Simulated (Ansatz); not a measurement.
## Bi in Ansatz: the effect of target pressure

The system is Bi.

```
Bi
1.0
     2.26750    1.30914    3.93800
    -2.26750    1.30914    3.93800
     0.00000   -2.61828    3.93800
Bi
2
Direct
  0.76600 0.76600 0.76600
  0.23400 0.23400 0.23400
```

Alike in all runs:

```yaml
Program: Ansatz 0.2.0
Task: relaxation of cell and atoms
Functional: r2SCAN
Potentials_or_basis: Ansatz PAW
Cutoff: "500 eV (not typed: the program's choice for these potentials)"
k_mesh: 7 × 7 × 7
Occupations: fermi-dirac, width 0.05 eV
Spin: no spin polarisation
```

Each run relaxes the cell or the atoms first.

Q: One run gave: relaxed volume 23.54 Å³/atom; gap on the mesh none. Which target pressure did it use?
A. 2 GPa
B. 30 GPa
C. 0 GPa
D. 10 GPa
E. 5 GPa

A: B.

| target pressure | relaxed volume (Å³/atom) | gap on the mesh (eV) |
| --- | --- | --- |
| 0 GPa | 36.44 | 0.15 |
| 2 GPa | 34.37 | 0.31 |
| 5 GPa | 32.39 | 0.45 |
| 10 GPa | 30.22 | 0.37 |
| 20 GPa | 27.45 | none |
| 30 GPa | 23.54 | none |

Caveats: the plane-wave basis is chosen anew once the cell has moved, so the energies of steps on either side of that aren't comparable; the PAW data sets come from PBE, with cores solved anew for the run's functional, which leaves a small shift of forces and pressure; odd divisions of the mesh miss points on the zone boundary, where band edges often lie, so the gap on the mesh can be too wide (some runs); spin-orbit coupling is left out, which as a rule narrows the gap of such compounds by several tenths of an eV (some runs); the volume moved by over 15 % at a fixed basis, so the end points are rough (some runs); spin-orbit coupling is left out, which moves the levels of the heavy elements (some runs).

A k mesh can miss the band edges.

A gap of «none» marks a metal or a gap under the smearing width.
